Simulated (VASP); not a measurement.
Input of a VASP 6.6.1 run:

File INCAR:

```
ALGO = Normal ; EDIFF = 1E-7
ENCUT = 520 ; GGA = PE
ISIF = 2 ; ISMEAR = -1
LASPH = T ; LCHARG = F
LMAXMIX = 4 ; LREAL = F
LWAVE = F ; NBANDS = 33
NELM = 60 ; PREC = Accurate
SIGMA = 0.05
```

The input KPOINTS:

```
k-points
0
Gamma
  7 7 5
```

Contents of POSCAR:

```
ZrO2
1.0
    3.5961000000      0.0000000000      0.0000000000
    0.0000000000      3.5961000000      0.0000000000
    0.0000000000      0.0000000000      5.1770000000
Zr O
2 4
Direct
    0.5000000000      0.5000000000      0.5000000000
    0.0000000000      0.0000000000      0.0000000000
    0.5000000000      0.0000000000      0.7970000000
    0.5000000000      0.0000000000      0.2970000000
    0.0000000000      0.5000000000      0.7030000000
    0.0000000000      0.5000000000      0.2030000000
```

Contents of KPOINTS_OPT:

```
path GXMGZRAZ,XR,MA
20
line-mode
reciprocal
 0.0000000000  0.0000000000  0.0000000000  G
 0.0000000000  0.5000000000  0.0000000000  X

 0.0000000000  0.5000000000  0.0000000000  X
 0.5000000000  0.5000000000  0.0000000000  M

 0.5000000000  0.5000000000  0.0000000000  M
 0.0000000000  0.0000000000  0.0000000000  G

 0.0000000000  0.0000000000  0.0000000000  G
 0.0000000000  0.0000000000  0.5000000000  Z

 0.0000000000  0.0000000000  0.5000000000  Z
 0.0000000000  0.5000000000  0.5000000000  R

 0.0000000000  0.5000000000  0.5000000000  R
 0.5000000000  0.5000000000  0.5000000000  A

 0.5000000000  0.5000000000  0.5000000000  A
 0.0000000000  0.0000000000  0.5000000000  Z

 0.0000000000  0.5000000000  0.0000000000  X
 0.0000000000  0.5000000000  0.5000000000  R

 0.5000000000  0.5000000000  0.0000000000  M
 0.5000000000  0.5000000000  0.5000000000  A
```

Potentials or basis: VASP PAW PBE potentials, release 64 (Zr_sv, O).

Run with:

```console
$ cat potpaw_PBE.64/Zr_sv/POTCAR potpaw_PBE.64/O/POTCAR > POTCAR
$ mpirun -np 1 vasp_std > vasp.out
```

Task: Estimate the band gap along the path.

Result: 4.00 eV, indirect (least direct gap 4.12 eV).

Task: Estimate the pressure.

Result: 5.6 GPa.

Task: What does it give for the band gap on the k mesh?

Result: 4.01 eV, indirect (least direct gap 4.12 eV).

Stress tensor (GPa, compression positive):
```
5.36 0.00 0.00
0.00 5.36 0.00
0.00 0.00 6.21
```

As with any semilocal functional, this PBE gap is likely too small.
